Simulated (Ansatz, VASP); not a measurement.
**Se: VASP beside Ansatz**

```
CELL_PARAMETERS angstrom
2.90866 0.00000 0.00000
0.00000 2.90866 0.00000
0.00000 0.00000 2.90866
ATOMIC_POSITIONS crystal
Se 0.00000 0.00000 0.00000
```

Alike in both runs: task single point; functional BLYP; k mesh 12 × 12 × 12; occupations fermi-dirac, width 0.1 eV; no spin polarisation.

|  | VASP | Ansatz |
| --- | --- | --- |
| version | VASP 6.6.1 | Ansatz 0.2.0 |
| potentials or method | VASP PAW PBE potentials, release 64 (Se) | plane waves (420 eV) with PAW, scalar-relativistic |
| plane-wave cutoff (eV) | 520 | 420 |
| valence electrons in the cell | 6 | 16 |

Ansatz gave:

- pressure (GPa): 0.1

Q: Which values does VASP return?

A: Pressure (GPa): 0.2.

The two sets of potentials don't hold the same shells in valence.

Caveats: the PAW data sets were made with another functional, which shifts forces and pressure a little (VASP).
